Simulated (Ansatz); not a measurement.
**Trial structures of AlN: starts and ends**

All numbers below come from DFT PBE, scalar-relativistic, plane waves, PAW in Ansatz. All cells share a 420 eV cutoff and Γ-centred k meshes spaced at most about 0.3 Å⁻¹ (2π included). No spin polarisation in the final relaxations.

Each guess was relaxed in cell and atoms at zero pressure, within the symmetry of its start. All energies are static (0 K, no zero-point motion). Coordination counts N atoms around Al (those within 1.25 times the shortest such distance or 1.15 times the sum of covalent radii; a plus sign parts nearer from farther groups; a slash parts the counts of unlike sites).

```tsv
guess	made from	start group	V start (Å³/atom)	end group	V end (Å³/atom)	coordination at the end	gap on mesh (eV)	E over the lowest end (meV/atom)
1	random cell	R3m	15.3	?	?	?	?	?
2	a Materials Project cell	F-43m	10.4	F-43m (zinc blende)	10.7	Al 4	3.31	21
3	a cell as deposited in COD	P6_3mc	10.4	P6_3mc (wurtzite)	10.6	Al 4	4.03	0
4	a cell as deposited in COD	Fm-3m	7.7	Fm-3m (rock salt)	8.4	Al 6	4.44	169
5	a Materials Project cell	P6_3/mmc	9.9	P6_3/mmc	10.0	Al 3+2	3.25	114
```

Guess 1 as it starts:

```cif
data_structure
_symmetry_space_group_name_H-M 'R3m:H'
_symmetry_Int_Tables_number 160
_cell_length_a 4.1644
_cell_length_b 4.1644
_cell_length_c 12.2460
_cell_angle_alpha 90.000
_cell_angle_beta 90.000
_cell_angle_gamma 120.000
_cell_volume 183.92
loop_
_atom_site_label
_atom_site_type_symbol
_atom_site_symmetry_multiplicity
_atom_site_Wyckoff_symbol
_atom_site_fract_x
_atom_site_fract_y
_atom_site_fract_z
_atom_site_occupancy
Al1 Al 3 a 0.33333 0.66667 0.32751 1
Al2 Al 3 a 0.33333 0.66667 0.18849 1
N1 N 3 a 0.00000 0.00000 0.31155 1
N2 N 3 a 0.66667 0.33333 0.30877 1
```

Task: Fill in the missing row: what does this guess relax into, and where does it rank?

Result: It ends in space group R3m (No. 160), with a = 3.028 Å, c = 15.512 Å, 10.3 Å³/atom and a gap of 2.80 eV. It lies 0.32 eV/atom over the lowest end, above guess 4 and so the highest of the set. Counting N atoms around Al, this end has Al 3/4 and the lowest (guess 3) has Al 4.

```xyz
4
Lattice="1.5141 0.8742 5.1707 -1.5141 0.8742 5.1707 0.0000 -1.7484 5.1707" Properties=species:S:1:pos:R:3 pbc="T T T"
Al    0.0000    0.0000    5.0043
Al    0.0000    0.0000    7.6104
N     0.0000    0.0000    9.4777
N     0.0000    0.0000    1.6465
```

Formation energies are uncorrected and refer to the elements' standard structures at the same level (N₂ as a molecule).

Task: Is the lowest end bound against the elements?

Result: Yes: its formation energy is −1.368 eV/atom. A negative formation energy is needed for stability but isn't enough: competing phases decide.

Kohn–Sham gaps at this level usually fall short of measured ones. A magnetic state wasn't ruled out in cells without spin, among them R3m. Cells relaxed within their symmetry can be saddle points. Some structure types and database cells were kept out of the candidates from the start, so a known form may be missing.

Tetrahedral AlN comes out lowest, as known, with wurtzite 21 meV/atom below zinc blende. Both keep the four polar Al–N bonds that suit sp³ bonding, and the strong ionicity favours the hexagonal stacking, which brings unlike ions closer beyond the first shell.

The R3m end is a layered polar arrangement rather than another tetrahedral polytype. One Al keeps four N neighbours, while the other has three near ones and faces the next N layer over a hollow instead of directly below an N atom. That missing apical bond probably accounts for much of its 0.32 eV/atom penalty. Rock salt is both denser and lower in energy, so compression should favour it over R3m, in line with its role as the high-pressure form. The gap doesn't follow stability: rock salt has the widest but lies well above wurtzite.

The formation energy has the right sign but is less negative than experiment, probably because errors for molecular N₂ and the solid nitride cancel incompletely.
